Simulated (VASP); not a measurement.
# Results of a VASP single-point calculation on LiH (strained measured structure)

POSCAR

```
Li H
 1.0000000000000000
     0.0000000000000000    2.0678196931000001    2.0678196931000001
     2.0678196931000001    0.0000000000000000    2.0678196931000001
     2.0678196931000001    2.0678196931000001    0.0000000000000000
 Li  H
   1   1
Cartesian
  0.0000000000000000  0.0000000000000000  0.0000000000000000
  2.0678196931000006  2.0678196931000006  2.0678196931000006
```

The gap between bands v and c is 3.63 eV and the least direct gap is 3.63 eV.

Band v is the last that the valence electrons fill when counted band by band, and c is the next. Levels in eV from the top of v:

| point | v−1 | v | c | c+1 |
| --- | --- | --- | --- | --- |
| Γ | -45.84 | -5.10 | 16.39 | 18.39 |
| X | -45.80 | 0.00 | 3.63 | 11.26 |
| K | -45.80 | -0.45 | 4.75 | 8.06 |
| L | -45.81 | -2.38 | 5.43 | 14.11 |
| W | -45.80 | -0.20 | 5.87 | 5.87 |

**Question.** Which of these levels of theory gave these results?
A. r²SCAN
B. PBE
C. LDA
D. PBE with spin–orbit coupling
E. HSE06
F. PBEsol
G. PBE0

**Answer.** A.

The INCAR was:

```
ISIF = 2
ISMEAR = 0
IBRION = -1
LASPH = .TRUE.
EDIFF = 1E-7
LWAVE = .FALSE.
NSW = 0
ALGO = Normal
METAGGA = R2SCAN
SIGMA = 0.01
NELM = 120
PREC = Accurate
LREAL = .FALSE.
ENCUT = 520
LCHARG = .FALSE.
NBANDS = 9
```
